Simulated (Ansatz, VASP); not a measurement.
One calculation of BaF2 (Frankdicksonite), two programs

INCAR

```
ALGO     = Normal         # electronic algorithm
EDIFF    = 1E-7           # SCF threshold, eV
ENCUT    = 520            # plane-wave cutoff, eV
GGA      = PE             # functional
ISIF     = 2              # what is computed and relaxed
ISMEAR   = -1             # smearing method
LASPH    = T              # aspherical terms in the spheres
LCHARG   = F              # write CHGCAR
LREAL    = F              # projectors in reciprocal space
LWAVE    = F              # write WAVECAR
NBANDS   = 19             # bands
NELM     = 60             # most SCF steps
PREC     = Accurate       # precision mode
SIGMA    = 0.05           # smearing width, eV
```

File KPOINTS:

```
k-points
0
Gamma
  8 8 8
```

File POSCAR:

```
BaF2
1.0
    0.0000000000      3.1205807308      3.1205807308
    3.1205807308      0.0000000000      3.1205807308
    3.1205807308      3.1205807308      0.0000000000
Ba F
1 2
Direct
    0.0000000000      0.0000000000      0.0000000000
    0.7500000000      0.7500000000      0.7500000000
    0.2500000000      0.2500000000      0.2500000000
```

input.yaml

```yaml
crystal:
  lattice:
    - [0.0, 3.1205807308, 3.1205807308]
    - [3.1205807308, 0.0, 3.1205807308]
    - [3.1205807308, 3.1205807308, 0.0]
  atoms:
    - { symbol: Ba, position: [0.0, 0.0, 0.0] }
    - { symbol: F, position: [0.75, 0.75, 0.75] }
    - { symbol: F, position: [0.25, 0.25, 0.25] }
hamiltonian:
  xc: pbe
  pseudopotentials: { kind: paw }
kpoints:
  mp_grid: { grid: [8, 8, 8] }
scf:
  occupations: { method: fermi_dirac, width: 0.05 }
output:
  forces: true
  stress: true
  eigenvalues: true
```

Change from the starting cell: volume scaled by 1.02.

Alike in both runs: task single point; functional PBE; k mesh 8 × 8 × 8; occupations fermi-dirac, width 0.05 eV; no spin polarisation.

|  | VASP | Ansatz |
| --- | --- | --- |
| version | VASP 6.6.1 | Ansatz 0.2.0 |
| potentials or method | VASP PAW PBE potentials, release 64 (Ba_sv, F) | Ansatz PAW |
| plane-wave cutoff (eV) | 520 | 420 |
| valence electrons in the cell | 24 | 24 |

VASP gave:

```
gap on the k mesh at the Fermi level (eV) : 6.68
least direct gap on the mesh (eV)         : 6.74
pressure (GPa)                            : 1.1
```

Task: What did Ansatz give for the same quantities?

Result: gap on the k mesh at the Fermi level (eV): 6.74; least direct gap on the mesh (eV): 6.83; pressure (GPa): 0.1.

Caveats: spin-orbit coupling is left out, which moves the levels of the heavy elements; the pressure holds a Pulay correction of +0.4 GPa for the finite cutoff (Ansatz). A k mesh can miss the band edges.
